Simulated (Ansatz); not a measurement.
TaN: computed DOS

```
CELL_PARAMETERS angstrom
0.00000 2.17900 2.17900
2.17900 0.00000 2.17900
2.17900 2.17900 0.00000
ATOMIC_POSITIONS crystal
Ta 0.50000 0.50000 0.50000
N 0.00000 0.00000 0.00000
```

Conventional cell: a = 4.358 Å, b = 4.358 Å, c = 4.358 Å, α = 90.00°, β = 90.00°, γ = 90.00°. Around Ta (atom 1) lie 6 N at 2.18 Å. N (atom 2) has 6 Ta at 2.18 Å as nearest neighbours.

The cell comes from COD entry 2310957, which wasn't checked; take it as a given geometry.

Spin–orbit coupling is left out, though it moves levels of the heavy atoms by tenths of an eV or more.

All numbers below come from DFT, PBE, all-electron LAPW, scalar-relativistic (Ansatz 0.2.0).

Settings: a Γ-centred 9×9×9 k mesh, Fermi–Dirac smearing of 0.02 eV, basis error target 0.5 meV/atom, no spin polarisation.

Task: Which of the resolved shells contributes most within 0.3 eV of the Fermi level?

Result: Ta 5d, with 78 % of all states there; N 2p follows with 15 %.

Task: Where is the centre of the filled Ta 5d states between -14 eV and the top of the filled states?

Result: -4.66 eV from the Fermi level.

Task: Tabulate the density of states.

Result: States per eV and cell, averaged over 0.4 eV, from -5.6 to -0.2 eV, with energies (bin centres) from the Fermi level; empty bins are left out. The partial columns, the largest 2 alone, are projections on Löwdin-orthogonalised atomic shells (those that the program's projection atoms carry: the occupied ones and, for some elements, an empty d or f shell; other empty shells have no column), summed over atoms of an element. Weights on diffuse s and p shells depend on that basis and aren't pure angular character.
| E (eV) | total | Ta 5d | N 2p |
| --- | --- | --- | --- |
| -5.5 | 0.71 | 0.21 | 0.48 |
| -5.1 | 0.45 | 0.11 | 0.33 |
| -4.7 | 0.17 | 0.03 | 0.13 |
| -4.3 | 0.11 | 0.03 | 0.07 |
| -3.9 | 0.15 | 0.07 | 0.07 |
| -3.5 | 0.20 | 0.12 | 0.08 |
| -3.1 | 0.26 | 0.17 | 0.09 |
| -2.7 | 0.33 | 0.23 | 0.10 |
| -2.3 | 0.42 | 0.31 | 0.10 |
| -1.9 | 0.51 | 0.38 | 0.10 |
| -1.5 | 0.57 | 0.43 | 0.12 |
| -1.1 | 0.65 | 0.48 | 0.14 |
| -0.7 | 0.80 | 0.60 | 0.16 |
| -0.3 | 0.83 | 0.64 | 0.14 |
